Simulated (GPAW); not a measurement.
ZnO (zincite):

```xyz
4
Lattice="3.2493 0.0000 0.0000 -1.6247 2.8140 0.0000 0.0000 0.0000 5.2057" Properties=species:S:1:pos:R:3 pbc="T T T"
Zn    1.6247    0.9380    0.0000
Zn    0.0000    1.8760    2.6029
O     0.0000    1.8760    4.5759
O     1.6247    0.9380    1.9730
```

Base run:

- Program: GPAW 26.7.0
- Functional: M06-L
- Potentials or basis: GPAW PAW data sets (gpaw-data 1.2.1)
- Cutoff: 800 eV
- Basis: pw
- k mesh: 6 × 6 × 3
- Occupations: fermi-dirac, width 0.05 eV
- Spin: no spin polarisation

Its results: band gap on the k mesh 0.71 eV, direct; pressure 7.9 GPa; largest force 0.092 eV/Å.

Q: After a change of settings the same cell gave: band gap on the k mesh 1.45 eV, direct; pressure 2.1 GPa; largest force 0.080 eV/Å. Which change was it?
A. functional from M06-L to mBEEF
B. functional from M06-L to PBE; k mesh from 6 × 6 × 3 to 9 × 9 × 5
C. functional from M06-L to TASK
D. functional from M06-L to MS2; band points from 60 to 100

A: A.

Caveats: the PAW data sets were made with another functional, which shifts forces and pressure a little.

Not every run made on this cell is shown here.
